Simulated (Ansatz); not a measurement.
# Nb2COS MXene monolayer in a perpendicular field, part 2 of 4

Aim: how the Nb2COS MXene monolayer screens a field along its normal, and what the field does to its bands. A positive field points along +c.

Ansatz 0.2.0; plane-wave DFT, PBE-D3(BJ), Ansatz PAW (the session's first sound run).

So far. Step 2 (Relaxation): The lattice constant a goes from 3.151 to 3.173 Å.

## (3) Single point, field 0

A sawtooth potential applies the field, turning back in the middle of the vacuum. With the dipole correction the typed value is the field outside the slab. The induced dipole is small, so the SCF threshold is tight.

The cell differs from the one that the last finished run ended in (c 41.759 → 23.178 Å).

File input.yaml:

```yaml
crystal:
  lattice:
    - [3.1734536851, 0.0, 0.0]
    - [-1.5867268426, 2.7482915091, 0.0]
    - [0.0, 0.0, 23.1780724794]
  atoms:
    - { symbol: S, position: [0.3333333333, 0.6666666667, 0.388298035] }
    - { symbol: Nb, position: [0.6666666667, 0.3333333333, 0.4602279085] }
    - { symbol: C, position: [0.0, 0.0, 0.5133245794] }
    - { symbol: Nb, position: [0.3333333333, 0.6666666667, 0.5664503854] }
    - { symbol: O, position: [0.6666666667, 0.3333333333, 0.611701965] }
kpoints:
  mp_grid: { grid: [18, 18, 1] }
  band_path:
    path: [[0, 0, 0], [0.5, 0, 0], [0.33333333, 0.33333333, 0], [0, 0, 0]]
    npoints: 16
hamiltonian:
  xc: pbe
  dispersion: d3bj
scf:
  occupations: { method: fermi_dirac, width: 0.05 }
  convergence: { dr2_threshold: 1.0e-10 }
efield:
  axis: 3
  dipole_correction: true
  ramp_position: 0.97
  ramp_width: 0.06
  amplitude: 0
output:
  dos: { projected: true, e_range: [-6, 5] }
  bader: true
  write_potential: true
  write_density: true
  volumetric_format: npy
  elf: true
```

On the command line:

```
$ ansatz run input.yaml --threads 4 --pin off --max-ram 6144MiB --backend cpu --events-out ev --progress --plain --runs-dir out
```

What it wrote:

```text
[...]
Crystal: 5 atoms, lattice volume = 202.149 Å³
Basis set: ecut = 420 eV, 3941 PW (Γ)
Bands: 26, of which v1, the nominal top of the filled ones, is band 21 counted from 1 (20 counted from 0)
Symmetry: 6 space group operations
[...]
k-points: 37 of 324 (time reversal used)
[...]
SCF iter   1: F=—  HF=-10830.411015 eV  |F-HF|=—  |Δ(HF+E_count)|=         —  Δρ=4.54e-3  dr2=1.96e-1  ethr=1.77e-3  p=0.017 e·Å  D=1.49e-2 V/Å  ΔV_dip=-0.35 eV  dr2_dipole=5.20e-2  V_vac-E_F(+/−)=5.38/5.73 eV  ⟨swp⟩=9.1  Hψ=5874  notcnv=0
efield: sawtooth ramp at fractional position 0.9700 (set: `efield.ramp_position`, or a place that a band, a saddle search or an elastic batch's reference lends), width 0.0600; the density the first Hamiltonian is built on has a dipole p = 0.017 e·Å; the dipole correction subtracts the counter field D = 1.49e-2 V/Å, which shifts the + side's vacuum level by -0.35 eV against the − side's; the planar-averaged density in the ramp window peaks in size at 1.2e-5 e/Å³
[...]
SCF iter   2: F=—  HF=-10830.400282 eV  |F-HF|=—  |Δ(HF+E_count)|=   1.07e-2  Δρ=2.27e-3  dr2=2.54e-2  ethr=4.67e-4  p=-0.009 e·Å  D=-7.83e-3 V/Å  ΔV_dip=0.18 eV  dr2_dipole=1.82e-3  V_vac-E_F(+/−)=5.65/5.47 eV  ⟨swp⟩=2.1  Hψ=1429  notcnv=0
[...]
SCF iter   9: F=-10830.398476 eV  HF=-10830.398476 eV  |F-HF|=3.46e-11  |Δ(HF+E_count)|=   1.61e-9  Δρ=2.15e-7  dr2=7.25e-11  ethr=1.00e-12  p=-0.007 e·Å  D=-6.44e-3 V/Å  ΔV_dip=0.15 eV  dr2_dipole=3.42e-12  V_vac-E_F(+/−)=5.64/5.49 eV  ⟨swp⟩=5.0  Hψ=3505  notcnv=0
SCF 1 converged in 9 iterations: F = -10830.398476 eV  dr2 = 7.25e-11
[...]
NSCF: frozen V_eff on 49 k-points
efield: sawtooth ramp at fractional position 0.9700 (kept from the solve that this one continues, or follows in the run), width 0.0600; the density the first Hamiltonian is built on has a dipole p = -0.007 e·Å; the dipole correction subtracts the counter field D = -6.44e-3 V/Å, which shifts the + side's vacuum level by +0.15 eV against the − side's; the planar-averaged density in the ramp window peaks in size at 1.5e-6 e/Å³
[...]
SCF converged after 9 iterations
Free energy (F): -10830.398476 eV
[...]
Internal energy: -10830.385832 eV  (E = F + TS)
E sigma→0 (E₀):  -10830.392154 eV
Entropy (-TS):   -0.012644 eV (-2.529 meV/atom)
Fermi energy:    0.868215 eV
Dipole field:    D = -0.006440 V/Å  (p = -0.007194 e·Å, saw-weighted, corrected)
Work function:   Φ+ = 5.6418 eV   Φ− = 5.4926 eV
Levels:          The Fermi level and band energies are counted from a zero that moves with the ramp; work functions are not
[...]
--- Band table (eV; the first three rows and the last of 37) ---
  k-point 0: bands = [... 17 lower, -1.4078, 0.1338, 0.1338, 0.4788, 0.4788, 0.7248, 2.1787, 2.1787, ... 1 higher]
  k-point 1: bands = [... 17 lower, -1.3366, -0.2815, -0.1391, 0.4355, 0.7585, 1.0090, 2.1881, 2.2266, ... 1 higher]
  k-point 2: bands = [... 17 lower, -1.4482, -0.7655, -0.4511, 0.2099, 1.0704, 1.3930, 2.2194, 2.4157, ... 1 higher]
  k-point 36: bands = [... 17 lower, -3.1111, -2.6642, -2.4441, 1.4123, 1.6353, 2.3083, 2.9684, 3.4146, ... 1 higher]
--- Bader charges: 5 sites ---
  site symbol  charge [e]  shift [e]
     0      S     -0.7777     0.0008
     1     Nb      1.6678     0.0016
     2      C     -1.8200     0.0015
     3     Nb      2.0917     0.0006
     4      O     -1.1617     0.0001
  estimated error of the sums over rays = 7.5e-4 e
```

Elapsed: 13 s, on 4 threads of Intel Xeon Platinum 8488C (Sapphire Rapids), shared host; peak memory 0.67 GiB; 51 s of CPU time.

This step gave:

* energy at zero smearing: -10830.3922 eV
* work function, upper face: 5.642 eV
* work function, lower face: 5.493 eV
* dipole along the normal: -0.007194 e·Å
* step between the vacuum levels: 0.1492 eV

Running mean over a fixed 2.8 Å (it still follows the layers) of the planar mean; the ramp of the sawtooth is left out. Electron's electrostatic potential energy less the Fermi level against z:

z (Å), electron's electrostatic potential energy less the Fermi level (eV) and a bar from the least value:
```
      3.0        5.5 ##############################
      3.5        5.5 ##############################
      4.0        5.5 ##############################
      4.5        5.5 ##############################
      5.0        5.5 ##############################
      5.5        5.5 ##############################
      6.0        5.5 ##############################
      6.5        5.3 ##############################
      7.0        4.7 #############################
      7.5        2.7 ##########################
      8.0        0.3 ######################
      8.5       -1.8 ###################
      9.0       -4.8 ##############
      9.5       -9.1 ########
     10.0      -11.4 ####
     10.5      -11.8 ###
     11.0      -12.2 ###
     11.5      -13.4 #
     12.0      -14.0 
     12.5      -13.4 #
     13.0      -13.0 ##
     13.5      -11.2 ####
     14.0       -8.5 ########
     14.5       -4.2 ###############
     15.0        0.1 ######################
     15.5        3.2 ##########################
     16.0        5.1 #############################
     16.5        5.6 ##############################
     17.0        5.6 ##############################
     17.5        5.6 ##############################
     18.0        5.6 ##############################
     18.5        5.6 ##############################
     19.0        5.6 ##############################
     19.5        5.6 ##############################
     20.0        5.6 ##############################
```

The density of states has structure finer than the step of the table below, so its rows give means over 0.2 eV. Peaks (eV: height): -5.86: 10.4, -5.70: 25.6, -4.48: 9.76, -3.77: 9.58, -3.52: 10.0, -2.42: 10.7, 1.66: 8.54.

Table of density of states by energy, zero at the Fermi level; means over each step:

```tsv
energy (eV)	density of states (states/eV a cell)
-5.8	5.20
-5.6	7.49
-5.4	3.28
-5.2	4.72
-5.0	2.98
-4.8	5.81
-4.6	4.40
-4.4	5.82
-4.2	3.96
-4.0	3.29
-3.8	6.56
-3.6	5.80
-3.4	3.11
-3.2	1.32
-3.0	1.47
-2.8	1.79
-2.6	2.66
-2.4	3.81
-2.2	2.28
-2.0	1.98
-1.8	1.89
-1.6	1.47
-1.4	1.66
-1.2	1.52
-1.0	1.53
-0.8	1.69
-0.6	1.78
-0.4	1.18
-0.2	0.771
0.0	1.47
0.2	1.94
0.4	1.39
0.6	1.31
0.8	1.61
1.0	1.55
1.2	3.09
1.4	3.57
1.6	5.10
1.8	3.44
```

Projected DOS per atom over height of the atomic layer and energy from the Fermi level. Layers: S Nb C Nb O from below.

Ten even steps from '_' (0.10 states/eV) to '@' (2.02 states/eV), each cell a mean:
```
__==__@@__
__**__@@__
__--__==__
__..__::__
__..__::__
....__::__
______..__
..::__::__
....__..__
::..______
--::______
++..______
%%....__..
--______..
::....__..
**##++::##
::----::**
++====::++
======--++
::::::--++
__::--++##
....::++%%
```
Columns: height of the atomic layer (Å) from 9 to 14.2 (not evenly spaced); rows upwards: energy from the Fermi level (eV) from -5.96 to 1.96.

The electronic bands at the labelled points (eV, zero at the Fermi level):

```tsv
point	band 18	band 19	band 20	band 21	band 22	band 23	band 24	band 25
Γ	-2.28	-0.73	-0.73	-0.39	-0.39	-0.14	1.31	1.31
halfway	-3.50	-2.21	-1.62	-1.37	0.75	1.19	1.53	2.47
M	-3.63	-2.39	-1.78	-1.49	1.17	1.98	2.44	2.85
halfway	-3.75	-3.19	-2.61	-0.53	1.42	1.50	2.46	2.84
K	-3.98	-3.53	-3.31	0.54	0.77	1.44	2.10	2.55
halfway	-3.34	-2.80	-2.07	-0.42	-0.06	1.72	2.15	2.28
Γ	-2.28	-0.73	-0.73	-0.39	-0.39	-0.14	1.31	1.31
```

Electrostatic potential energy in the ca plane at fractional y = 0.333, with atoms of Nb and O within 0.2 Å of it. With pseudopotentials it is smooth inside the atoms' cores, unlike the true potential.

Ten even steps from '0' (-49 eV) to '9' (7 eV), each cell a mean:
```
99999999998853247888888789999999999999999999
99999999998610004888885126999999999999999999
99999999998500003789983005999999999999999999
99999999998620005888885237999999999999999999
99999999988864357888778889999999999999999999
99999999878888788887667899999999999999999999
99999999877888888876556899999999999999999999
99999999888887788887667899999999999999999999
```
Columns run along c (16.0 Å, from fractional 0.24 to 0.93 of the cell; values clipped at the 3rd and 97th percentile), rows up along a (3.2 Å). Atoms in or near the plane, at fractional coordinates: Nb at (0.46, 0.67), O at (0.61, 0.67).

Valence density in the ca plane at fractional y = 0.333, with atoms of Nb and O within 0.2 Å of it. It is the smooth field of the valence electrons, not physical close to the nuclei.

Values in e/Å³, 5 rows by 16 columns, each cell a mean:
```
0.0 0.0 0.1 0.2 1.2 2.1 0.3 0.3 1.5 0.4 0.0 0.0 0.0 0.0 0.0 0.0
0.0 0.0 0.0 0.1 2.6 4.1 0.3 0.3 4.8 1.2 0.0 0.0 0.0 0.0 0.0 0.0
0.0 0.0 0.1 0.2 1.3 2.2 0.3 0.3 1.7 0.4 0.0 0.0 0.0 0.0 0.0 0.0
0.0 0.0 0.1 0.5 0.3 0.4 0.5 0.6 0.3 0.1 0.0 0.0 0.0 0.0 0.0 0.0
0.0 0.0 0.1 0.5 0.3 0.3 0.5 0.6 0.3 0.0 0.0 0.0 0.0 0.0 0.0 0.0
```
Columns run along c (16.0 Å, from fractional 0.24 to 0.93 of the cell), rows up along a (3.2 Å). Atoms in or near the plane, at fractional coordinates: Nb at (0.46, 0.67), O at (0.61, 0.67).

ELF in the ca plane at fractional y = 0.333, with atoms of Nb and O within 0.2 Å of it. It is the smooth field of the valence electrons, not physical close to the nuclei.

Ten even steps from '0' (0.00) to '9' (0.84), each cell a mean:
```
00000023565336752442125898520000000000000000
00000000122278784222259899841000000000000000
00000000011385386121268579852000000000000000
00000001232278884222158899741000000000000000
00000124666335642442124787420000000000000000
00001367898732236753231222100000000000000000
00001478999853357853342000000000000000000000
00001257898632235752221232100000000000000000
```
Columns run along c (16.0 Å, from fractional 0.24 to 0.93 of the cell), rows up along a (3.2 Å). Atoms in or near the plane, at fractional coordinates: Nb at (0.46, 0.67), O at (0.61, 0.67).

The work function of the upper face is 5.64 eV.

## (4) Single point, field 0.1 V/Å

input.yaml: that of step 3 with these lines changed.

```diff
@@ -27,6 +27,4 @@
   ramp_width: 0.06
-  amplitude: 0
+  amplitude: 0.1
 output:
-  dos: { projected: true, e_range: [-6, 5] }
-  bader: true
   write_potential: true
@@ -34,2 +32 @@
   volumetric_format: npy
-  elf: true
```

What it wrote:

```text
[...]
Crystal: 5 atoms, lattice volume = 202.149 Å³
Basis set: ecut = 420 eV, 3941 PW (Γ)
Bands: 26, of which v1, the nominal top of the filled ones, is band 21 counted from 1 (20 counted from 0)
Symmetry: 6 space group operations
[...]
k-points: 37 of 324 (time reversal used)
[...]
k-point 0: bands = [... 17 lower, -1.4325, 0.1180, 0.1180, 0.4581, 0.4581, 0.7084, 2.1617, 2.1617, ... 1 higher]
  k-point 1: bands = [... 17 lower, -1.3600, -0.3003, -0.1574, 0.4174, 0.7401, 0.9922, 2.1709, 2.2096, ... 1 higher]
  k-point 2: bands = [... 17 lower, -1.4670, -0.7894, -0.4711, 0.1921, 1.0529, 1.3760, 2.2024, 2.3986, ... 1 higher]
  k-point 36: bands = [... 17 lower, -3.1172, -2.6847, -2.4740, 1.3947, 1.6206, 2.2917, 2.9485, 3.3941, ... 1 higher]
[key lines of the parts left out:]
SCF converged after 13 iterations
Free energy (F): -10830.399358 eV
Fermi energy:    0.850600 eV
Dipole field:    D = 0.022230 V/Å  (p = 0.024834 e·Å, saw-weighted, corrected)
```

Wall time 6.8 s (4 threads); peak memory 0.64 GiB; 26 s of CPU time.

The dipole is 0.0248 e·Å, 0.0320 e·Å from its value without field.

## (5) Single point, field -0.1 V/Å

input.yaml: that of step 4 with these lines changed.

```diff
@@ -27,3 +27,3 @@
   ramp_width: 0.06
-  amplitude: 0.1
+  amplitude: -0.1
 output:
```

What it wrote:

```text
[...]
Crystal: 5 atoms, lattice volume = 202.149 Å³
Basis set: ecut = 420 eV, 3941 PW (Γ)
Bands: 26, of which v1, the nominal top of the filled ones, is band 21 counted from 1 (20 counted from 0)
Symmetry: 6 space group operations
[...]
k-points: 37 of 324 (time reversal used)
[...]
k-point 0: bands = [... 17 lower, -1.3836, 0.1490, 0.1490, 0.4989, 0.4989, 0.7406, 2.1953, 2.1953, ... 1 higher]
  k-point 1: bands = [... 17 lower, -1.3138, -0.2631, -0.1214, 0.4532, 0.7764, 1.0252, 2.2046, 2.2432, ... 1 higher]
  k-point 2: bands = [... 17 lower, -1.4300, -0.7423, -0.4317, 0.2273, 1.0872, 1.4094, 2.2360, 2.4322, ... 1 higher]
  k-point 36: bands = [... 17 lower, -3.1054, -2.6439, -2.4148, 1.4293, 1.6494, 2.3244, 2.9877, 3.4346, ... 1 higher]
[key lines of the parts left out:]
SCF converged after 14 iterations
Free energy (F): -10830.400797 eV
Fermi energy:    0.885264 eV
Dipole field:    D = -0.035098 V/Å  (p = -0.039210 e·Å, saw-weighted, corrected)
```

Run time: 6.8 s. Hardware: 4 threads; peak memory 0.63 GiB; 26 s of CPU time.

The dipole is -0.0392 e·Å, -0.0320 e·Å from its value without field.

## (6) Atoms held, field 0.2 V/Å

input.yaml: that of step 5 with these lines changed.

```diff
@@ -27,3 +27,3 @@
   ramp_width: 0.06
-  amplitude: -0.1
+  amplitude: 0.2
 output:
```

What it wrote:

```text
[...]
Crystal: 5 atoms, lattice volume = 202.149 Å³
Basis set: ecut = 420 eV, 3941 PW (Γ)
Bands: 26, of which v1, the nominal top of the filled ones, is band 21 counted from 1 (20 counted from 0)
Symmetry: 6 space group operations
[...]
k-points: 37 of 324 (time reversal used)
[...]
k-point 0: bands = [... 17 lower, -1.4578, 0.1016, 0.1016, 0.4368, 0.4368, 0.6915, 2.1441, 2.1441, ... 1 higher]
  k-point 1: bands = [... 17 lower, -1.3840, -0.3198, -0.1763, 0.3986, 0.7211, 0.9748, 2.1532, 2.1920, ... 1 higher]
  k-point 2: bands = [... 17 lower, -1.4862, -0.8138, -0.4916, 0.1737, 1.0350, 1.3584, 2.1847, 2.3810, ... 1 higher]
  k-point 36: bands = [... 17 lower, -3.1239, -2.7054, -2.5044, 1.3765, 1.6053, 2.2744, 2.9282, 3.3731, ... 1 higher]
[key lines of the parts left out:]
SCF converged after 13 iterations
Free energy (F): -10830.403444 eV
Fermi energy:    0.832404 eV
Dipole field:    D = 0.050923 V/Å  (p = 0.056888 e·Å, saw-weighted, corrected)
```

Wall time 7 s (4 threads); peak memory 0.64 GiB; 27 s of CPU time.

The dipole is 0.0569 e·Å, 0.0641 e·Å from its value without field.

## (7) Atoms held, field -0.2 V/Å

input.yaml: that of step 6 with these lines changed.

```diff
@@ -27,3 +27,3 @@
   ramp_width: 0.06
-  amplitude: 0.2
+  amplitude: -0.2
 output:
```

What it wrote:

```text
[...]
Crystal: 5 atoms, lattice volume = 202.149 Å³
Basis set: ecut = 420 eV, 3941 PW (Γ)
Bands: 26, of which v1, the nominal top of the filled ones, is band 21 counted from 1 (20 counted from 0)
Symmetry: 6 space group operations
[...]
k-points: 37 of 324 (time reversal used)
[...]
k-point 0: bands = [... 17 lower, -1.3600, 0.1637, 0.1637, 0.5185, 0.5185, 0.7559, 2.2112, 2.2112, ... 1 higher]
  k-point 1: bands = [... 17 lower, -1.2915, -0.2454, -0.1043, 0.4704, 0.7938, 1.0408, 2.2207, 2.2591, ... 1 higher]
  k-point 2: bands = [... 17 lower, -1.4124, -0.7196, -0.4129, 0.2441, 1.1035, 1.4252, 2.2519, 2.4481, ... 1 higher]
  k-point 36: bands = [... 17 lower, -3.1003, -2.6238, -2.3860, 1.4457, 1.6629, 2.3399, 3.0065, 3.4539, ... 1 higher]
[key lines of the parts left out:]
SCF converged after 14 iterations
Free energy (F): -10830.406318 eV
Fermi energy:    0.901744 eV
Dipole field:    D = -0.063741 V/Å  (p = -0.071208 e·Å, saw-weighted, corrected)
```

It took 6.9 s on 4 threads; peak memory 0.64 GiB; 26 s of CPU time.

The dipole is -0.0712 e·Å, -0.0640 e·Å from its value without field.

## (8) Single point, field 0.35 V/Å

input.yaml: that of step 7 with these lines changed.

```diff
@@ -27,4 +27,6 @@
   ramp_width: 0.06
-  amplitude: -0.2
+  amplitude: 0.35
 output:
+  dos: { projected: true, e_range: [-6, 5] }
+  bader: true
   write_potential: true
@@ -32 +34,2 @@
   volumetric_format: npy
+  elf: true
```

What it wrote:

```text
[...]
Crystal: 5 atoms, lattice volume = 202.149 Å³
Basis set: ecut = 420 eV, 3941 PW (Γ)
Bands: 26, of which v1, the nominal top of the filled ones, is band 21 counted from 1 (20 counted from 0)
Symmetry: 6 space group operations
[...]
k-points: 37 of 324 (time reversal used)
[...]
k-point 36: bands = [... 17 lower, -3.1349, -2.7369, -2.5511, 1.3481, 1.5813, 2.2475, 2.8966, 3.3405, ... 1 higher]
--- Bader charges: 5 sites ---
  site symbol  charge [e]  shift [e]
     0      S     -0.7927     0.0008
     1     Nb      1.6659     0.0016
     2      C     -1.8205     0.0015
     3     Nb      2.0979     0.0006
     4      O     -1.1506     0.0001
  estimated error of the sums over rays = 7.0e-4 e
[key lines of the parts left out:]
SCF converged after 14 iterations
Free energy (F): -10830.415587 eV
Fermi energy:    0.803991 eV
Dipole field:    D = 0.094010 V/Å  (p = 0.105023 e·Å, saw-weighted, corrected)
```

The job ended after 14 s (4 threads; peak memory 0.65 GiB; 56 s of CPU time).

The dipole is 0.105 e·Å, 0.112 e·Å from its value without field.

## (9) Response, atoms held

This step: plane-wave DFT, PBE-D3(BJ), Ansatz PAW; response to a field along the normal, atoms held (Ansatz 0.2.0).

The dipoles give the slope, and the difference of two potentials shows where the field is screened.

Numbers from this step:

```yaml
equivalent_conductor_thickness_p_eps_0ae: 6.644 Å
distance_between_the_outer_atoms: 5.178 Å
```

Table of dipole of the cell by applied field:

```tsv
applied field (V/Å)	dipole of the cell (e·Å)
-0.200	-0.0712
-0.100	-0.0392
0.000	-0.00719
0.100	0.0248
0.200	0.0569
0.350	0.105
```

Local field over the applied field, running mean. From the potentials at -0.1 and 0.1 V/Å; running mean over 2.5 Å. Local field over applied field against z:

```tsv
z (Å)	local field over applied field
4.06	1.000
4.49	0.999
4.93	0.998
5.22	0.995
5.65	0.988
6.08	0.969
6.52	0.926
6.95	0.840
7.24	0.757
7.68	0.610
8.11	0.454
8.55	0.298
8.98	0.168
9.42	0.0847
9.71	0.0543
10.14	0.0323
10.57	0.0222
11.01	0.0214
11.44	0.0244
11.73	0.0248
12.17	0.0266
12.60	0.0368
13.04	0.0706
13.47	0.134
13.76	0.198
14.20	0.325
14.63	0.474
15.07	0.629
15.50	0.768
15.93	0.881
16.22	0.932
16.66	0.974
17.09	0.991
17.53	0.997
17.96	0.999
18.25	1.000
18.69	1.000
19.12	1.000
```

Electrons, planar mean, per unit field. Induced electron density against z:

```tsv
z (Å)	induced electron density (e/Å³ per V/Å)
4.5	3.2e-6
5.0	1.1e-5
5.5	3.6e-5
6.0	1.2e-4
6.5	3.4e-4
7.0	9.5e-4
7.5	0.00229
8.0	0.00371
8.5	0.00228
9.0	8.6e-4
9.5	5.2e-4
10.0	-5.6e-4
10.5	5.5e-5
11.0	1.2e-4
11.5	2.8e-4
12.0	-1.1e-4
12.5	-5.0e-4
13.0	-3.1e-6
13.5	-3.4e-4
14.0	-0.00199
14.5	-0.00267
15.0	-0.00330
15.5	-0.00149
16.0	-5.1e-4
16.5	-1.5e-4
17.0	-4.4e-5
17.5	-1.2e-5
18.0	-3.0e-6
18.5	-7.8e-7
19.0	-1.9e-7
```

By hand: between -0.1 and 0.1 V/Å the dipole changes by 0.06404 e·Å, a slope of 0.3202 e·Å²/V. A perfect conductor of thickness t has p = ε₀AEt, so t = 180.95 × 0.3202 / 8.722 = 6.64 Å (e/ε₀ = 180.95 V·Å, A in Å²).

The induced dipole is that of a conductor 6.64 Å thick.

(Part 2 of 4 ends here.)

[Long decimals in the printed logs are rounded to 6 places.]

[Logs are printed without paths, hosts, clocks, repeated set-up lines and the standing remarks that a program may print on its own settings, such as how far it seeks lower states.]

[Hosts, paths, dates, database ids (printed as entryN), source tags and the programs' standing remarks are cut or masked in the printed files.]

[Maps of the electrostatic potential energy from Ansatz leave out the sawtooth potential of an applied field or a dipole correction, so their vacuum need not be flat; planar profiles and work functions include it.]

[The density of states shown here was stored with 400 of the rows of the run's finer table, so its peaks can read low, often by over a quarter, or be missed, and its means over a window can be off by a tenth or more.]
